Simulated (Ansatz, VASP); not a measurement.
**Ag: VASP beside Ansatz**

INCAR

```
PREC = Accurate
ENCUT = 520
EDIFF = 1E-7
ISMEAR = 0
SIGMA = 0.05
LREAL = F
LASPH = T
NELM = 100
ALGO = Normal
ISIF = 2
LWAVE = F
LCHARG = T
GGA = PS
LELF = T
LVHAR = T
NBANDS = 12
```

File KPOINTS:

```
regular mesh
0
Gamma
  18 18 18
```

POSCAR

```
Ag
1.0
    0.0000000000      2.0316873503      2.0316873503
    2.0316873503      0.0000000000      2.0316873503
    2.0316873503      2.0316873503      0.0000000000
Ag
1
Direct
    0.0000000000      0.0000000000      0.0000000000
```

Input for Ansatz:

```yaml
crystal:
  lattice:
    - [0.0, 2.0316873503, 2.0316873503]
    - [2.0316873503, 0.0, 2.0316873503]
    - [2.0316873503, 2.0316873503, 0.0]
  atoms:
    - { symbol: Ag, position: [0.0, 0.0, 0.0] }
basis:
  ecutwfc: 420
  ecutrho_ratio: 4
kpoints:
  mp_grid: { grid: [18, 18, 18] }
hamiltonian:
  xc: pbesol
scf:
  occupations: { method: gaussian, width: 0.05 }
output:
  forces: true
  stress: true
  eigenvalues: true
```

Alike in both runs: task single point; functional PBEsol; k mesh 18 × 18 × 18; occupations gaussian, width 0.05 eV; no spin polarisation.

```csv
,VASP,Ansatz
version,VASP 6.6.1,Ansatz 0.2.0
potentials or method,"VASP PAW PBE potentials, release 64 (Ag)","scalar-relativistic, plane waves, PAW"
plane-wave cutoff (eV),520,420
valence electrons in the cell,11,19
```

```tsv
	VASP	Ansatz	Ansatz less VASP
pressure (GPa)	-1.0	-0.8	+0.22
```

The two sets of potentials don't hold the same shells in valence.

Caveats: the PAW data sets were made with another functional, which shifts forces and pressure a little (VASP).
